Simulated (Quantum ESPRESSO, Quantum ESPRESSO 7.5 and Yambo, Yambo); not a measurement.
# KF (Carobbiite): G0W0 with Yambo, start to end

How does a plane-wave GW calculation on KF (Carobbiite) run from the first input to the gap?

Program: Quantum ESPRESSO 7.5 and Yambo 5.3.0. Level of theory: PBE and many-body steps on it, plane waves. Results are calculated unless marked as measured.

This is a report of a sequence of runs, with most program output left out.

## Step 1: Set-up

It takes space group Fm-3m (No. 225, cubic). The conventional cell has a = 5.344 Å, b = 5.344 Å, c = 5.344 Å, α = 90.00°, β = 90.00°, γ = 90.00°. Nearest to K lie 6 F at 2.67 Å. F has 6 K at 2.67 Å nearest. Farther neighbours and most contacts between anions are not listed.

The cell and positions come from the Crystallography Open Database and are kept as given unless a step says otherwise.

## Step 2: Ground state

This step: Quantum ESPRESSO 7.5; DFT, PBE, plane waves, norm-conserving pseudopotentials.

The ground-state density comes first.

Input file pw.in:

```
&control
  calculation = 'scf'
  prefix = 'x'
  outdir = 'o'
  pseudo_dir = 'pseudo'
/
&system
  ibrav = 0
  nat = 2
  ntyp = 2
  ecutwfc = 72.0
  nbnd = 13
  force_symmorphic = .true.
/
&electrons
  conv_thr = 1e-10
  electron_maxstep = 80
  mixing_beta = 0.5
/
ATOMIC_SPECIES
  K 39.098 K.upf
  F 18.998 F.upf
CELL_PARAMETERS angstrom
  -0.0000000000 2.6718500000 2.6718500000
  2.6718500000 -0.0000000000 2.6718500000
  2.6718500000 2.6718500000 0.0000000000
ATOMIC_POSITIONS crystal
  K 0.0000000000 0.0000000000 0.0000000000
  F 0.5000000000 0.5000000000 0.5000000000
K_POINTS automatic
  6 6 6 0 0 0
```

Run with:

```
> OMP_NUM_THREADS=1 mpirun -n 4 pw.x -nk 4 -in pw.in > pw.out
```

Wall time 2.9 s (4 MPI ranks of Arm Neoverse V2, shared host); peak memory 0.22 GiB; 11 s of CPU time.

This step gave:

- total energy: -1491.8402 eV
- gap: 6.199 eV
- k of the valence top: 0, 0, 0
- k of the conduction bottom: 0, 0, 0
- least direct gap: 6.199 eV

The gap is direct, at Γ.

## Step 3: Bands along the symmetry lines

The cheap functional maps the bands first; the places of the edges decide which points the dearer methods must see.

Input file pw.in:

```
&control
  calculation = 'bands'
  prefix = 'x'
  outdir = 'o'
  pseudo_dir = 'pseudo'
/
&system
  ibrav = 0
  nat = 2
  ntyp = 2
  ecutwfc = 72.0
  nbnd = 14
  force_symmorphic = .true.
/
&electrons
  conv_thr = 1e-9
  electron_maxstep = 80
  diago_full_acc = .true.
  diago_thr_init = 5e-6
/
ATOMIC_SPECIES
  K 39.098 K.upf
  F 18.998 F.upf
CELL_PARAMETERS angstrom
  -0.0000000000 2.6718500000 2.6718500000
  2.6718500000 -0.0000000000 2.6718500000
  2.6718500000 2.6718500000 0.0000000000
ATOMIC_POSITIONS crystal
  K 0.0000000000 0.0000000000 0.0000000000
  F 0.5000000000 0.5000000000 0.5000000000
K_POINTS crystal
  50
  0.00000000 0.00000000 0.00000000 1
  0.06250000 0.00000000 0.06250000 1
  0.12500000 0.00000000 0.12500000 1
  0.18750000 0.00000000 0.18750000 1
  0.25000000 0.00000000 0.25000000 1
  0.31250000 0.00000000 0.31250000 1
  0.37500000 0.00000000 0.37500000 1
  0.43750000 0.00000000 0.43750000 1
  0.50000000 0.00000000 0.50000000 1
  0.51562500 0.03125000 0.51562500 1
  0.53125000 0.06250000 0.53125000 1
  0.54687500 0.09375000 0.54687500 1
  0.56250000 0.12500000 0.56250000 1
  0.57812500 0.15625000 0.57812500 1
  0.59375000 0.18750000 0.59375000 1
  0.60937500 0.21875000 0.60937500 1
  0.62500000 0.25000000 0.62500000 1
  0.37500000 0.37500000 0.75000000 1
  0.32812500 0.32812500 0.65625000 1
  0.28125000 0.28125000 0.56250000 1
  0.23437500 0.23437500 0.46875000 1
  0.18750000 0.18750000 0.37500000 1
  0.14062500 0.14062500 0.28125000 1
  0.09375000 0.09375000 0.18750000 1
  0.04687500 0.04687500 0.09375000 1
  0.00000000 0.00000000 0.00000000 1
  0.06250000 0.06250000 0.06250000 1
  0.12500000 0.12500000 0.12500000 1
  0.18750000 0.18750000 0.18750000 1
  0.25000000 0.25000000 0.25000000 1
  0.31250000 0.31250000 0.31250000 1
  0.37500000 0.37500000 0.37500000 1
  0.43750000 0.43750000 0.43750000 1
  0.50000000 0.50000000 0.50000000 1
  0.50000000 0.46875000 0.53125000 1
  0.50000000 0.43750000 0.56250000 1
  0.50000000 0.40625000 0.59375000 1
  0.50000000 0.37500000 0.62500000 1
  0.50000000 0.34375000 0.65625000 1
  0.50000000 0.31250000 0.68750000 1
  0.50000000 0.28125000 0.71875000 1
  0.50000000 0.25000000 0.75000000 1
  0.50000000 0.21875000 0.71875000 1
  0.50000000 0.18750000 0.68750000 1
  0.50000000 0.15625000 0.65625000 1
  0.50000000 0.12500000 0.62500000 1
  0.50000000 0.09375000 0.59375000 1
  0.50000000 0.06250000 0.56250000 1
  0.50000000 0.03125000 0.53125000 1
  0.50000000 0.00000000 0.50000000 1
```

Elapsed: 3.1 s, on 4 MPI ranks; peak memory 0.2 GiB; 12 s of CPU time.

Numbers from this step:

```yaml
gap: 6.199 eV
k_of_the_valence_top: 0, 0, 0
k_of_the_conduction_bottom: 0, 0, 0
least_direct_gap: 6.199 eV
```

The gap is 6.199 eV, as in the run before at this level.

Electronic bands along the path, in eV, zero at the top of the highest filled band; v1 is the highest filled band, c1 the lowest empty one:

```
    point     v4     v3     v2     v1    c1     c2     c3     c4
        Γ  -9.36   0.00   0.00   0.00  6.20  10.69  10.69  10.69
  halfway  -9.47  -0.48  -0.05  -0.05  8.00   9.20  12.12  12.12
        X  -9.57  -0.21  -0.06  -0.06  8.23  10.33  11.82  13.52
  halfway  -9.56  -0.20  -0.14  -0.10  8.45  10.55  11.42  13.52
        U  -9.51  -0.33  -0.19  -0.19  8.98  10.74  11.08  13.51
jump to K  -9.51  -0.33  -0.19  -0.19  8.98  10.74  11.08  13.51
  halfway  -9.37  -0.54  -0.27  -0.08  8.24   9.85  11.63  11.72
        Γ  -9.36   0.00   0.00   0.00  6.20  10.69  10.69  10.69
  halfway  -9.38  -0.43  -0.18  -0.18  7.71  10.11  11.41  11.41
        L  -9.40  -0.78  -0.34  -0.34  9.09  10.63  12.05  12.05
  halfway  -9.44  -0.56  -0.28  -0.25  9.42  10.11  11.67  12.67
        W  -9.45  -0.40  -0.16  -0.16  9.75   9.75  11.21  13.35
  halfway  -9.51  -0.23  -0.20  -0.09  8.66  10.73  11.06  13.50
        X  -9.57  -0.21  -0.06  -0.06  8.23  10.33  11.82  13.52
```

## Step 4: Empty states on the mesh, 4×4×4 mesh, 94 bands

The sums over transitions need many empty states on a uniform mesh; this step solves for them.

Input file pw.in:

```
&control
  calculation = 'nscf'
  prefix = 'x'
  outdir = 'o'
  pseudo_dir = 'pseudo'
/
&system
  ibrav = 0
  nat = 2
  ntyp = 2
  ecutwfc = 72.0
  nbnd = 94
  force_symmorphic = .true.
/
&electrons
  conv_thr = 1e-9
  electron_maxstep = 80
  diago_full_acc = .true.
  diago_thr_init = 5e-6
/
ATOMIC_SPECIES
  K 39.098 K.upf
  F 18.998 F.upf
CELL_PARAMETERS angstrom
  -0.0000000000 2.6718500000 2.6718500000
  2.6718500000 -0.0000000000 2.6718500000
  2.6718500000 2.6718500000 0.0000000000
ATOMIC_POSITIONS crystal
  K 0.0000000000 0.0000000000 0.0000000000
  F 0.5000000000 0.5000000000 0.5000000000
K_POINTS automatic
  4 4 4 0 0 0
```

Wall time 4.5 s (4 MPI ranks); peak memory 0.28 GiB; 17 s of CPU time.

This step gave:

| Quantity | Value |
| --- | --- |
| gap | 6.199 eV |
| k of the valence top | 0, 0, 0 |
| k of the conduction bottom | 0, 0, 0 |
| least direct gap | 6.199 eV |
| k points computed | 8 |
| lowest point of the top converged band, above the valence top | 93.7997 eV |

On this mesh the gap is 6.199 eV.

## Step 5: Conversion and set-up

This step: Yambo 5.3.0; conversion and set-up on PBE, plane waves, norm-conserving pseudopotentials.

The states are converted to the many-body program's format and the q mesh is built.

Run with:

```
> (cd o/x.save; p2y > p2y.log; mv SAVE ../..); yambo > setup.log
```

Elapsed: 2.1 s, on 1 MPI rank; peak memory 0.24 GiB.

## Step 6: Screening and self-energy, 4×4×4 mesh, 94 bands, screening to 129.3 eV

G0W0 replaces the xc potential by the self-energy, built once from these orbitals. Only a window of levels is corrected, while the sums run over the empty bands that the input names.

This step: G0W0 on PBE, plane waves, norm-conserving pseudopotentials.

Input file gw1.in:

```
HF_and_locXC
gw0
dyson
ppa
em1d
rim_cut
RandQpts= 1000000
RandGvec= 1 RL
EXXRLvcs= 72 Ry
VXCRLvcs= 288 Ry
Chimod= "HARTREE"
% BndsRnXp
 1 | 94 |
%
NGsBlkXp= 9.5 Ry
% LongDrXp
 1 | 1 | 1 |
%
% GbndRnge
 1 | 94 |
%
DysSolver= "n"
ExtendOut
PPAPntXp= 27.21138 eV
% QPkrange
 1 | 8 | 6 | 12 |
%
```

Run with:

```
> OMP_NUM_THREADS=1 mpirun -n 4 yambo -F gw1.in -J gw1 -C gw1 > gw1.log
```

The job ended after 1.8 min (4 MPI ranks; peak memory 1.4 GiB; 7 min of CPU time).

Numbers from this step:

| Property | Result |
| --- | --- |
| G0W0 gap on the mesh | 9.542 eV |
| starting gap on the mesh | 6.199 eV |
| k of the valence top | 0, 0, 0 |
| k of the conduction bottom | 0, 0, 0 |
| least direct G0W0 gap on the computed points | 9.542 eV |
| Z at the valence top | 0.8132 |
| Z at the conduction bottom | 0.9009 |

The gap on the mesh goes from 6.20 eV to 9.54 eV, a correction of +3.34 eV.

Limits: finite bands, cutoff and mesh; coarse k mesh. v1 is the top filled band, c1 the lowest empty one. The levels before and after the correction (eV, zero at the valence-band top of each column):

```
           conduction bottom  valence top
Kohn-Sham               6.20         0.00
     G0W0               9.54         0.00
```

```
             level  energy (eV)
Kohn-Sham  Γ v3-v1        0.000
Kohn-Sham     Γ c1        6.199
Kohn-Sham  Γ c2-c4       10.694
     G0W0  Γ v3-v1        0.000
     G0W0     Γ c1        9.542
     G0W0  Γ c2-c4       15.524
```

## Step 7: Where the time went

Times are wall times on the hardware named with each run, good to a factor of about two.

```
                          step     time  share  memory (GiB)
                  ground state    2.9 s    2 %          0.22
bands along the symmetry lines    3.1 s    3 %           0.2
      empty states on the mesh    4.5 s    4 %          0.28
         conversion and set-up    2.1 s    2 %          0.24
     screening and self-energy  1.8 min   89 %           1.4
```

## Step 8: Summary of results

| Quantity | Value |
| --- | --- |
| PBE gap | 6.20 eV, direct |
| G0W0 gap on the mesh | 9.54 eV |
| GW settings | 4×4×4 mesh, 94 bands, screening to 129.3 eV, Godby-Needs plasmon pole |
| known limits | not at the basis limit; coarse k mesh |

G0W0 moves the gap on the mesh from 6.20 eV to 9.54 eV (+3.34 eV), with Z of 0.81 and 0.90 at the edges. The dearest step here is «screening and self-energy». Bands and cutoff are finite, so the gap is not at the basis limit. The miss can reach some tenths of an eV and take either sign; the mesh is an error of its own. The 4×4×4 mesh is coarse for this cell, which bears on the long-range parts of exchange and screening.

[Paths, hosts, dates, memory and timing lines, banners, echoed tables and standing remarks are left out of the program output.]

[Logs are printed without paths, hosts, clocks, repeated set-up lines and the standing remarks that a program may print on its own settings, such as how far it seeks lower states.]

[Runs of the session that timed out or met a known fault of the program may be left out.]

[Hosts, paths, dates, database ids (printed as entryN), source tags and the programs' standing remarks are cut or masked in the printed files.]
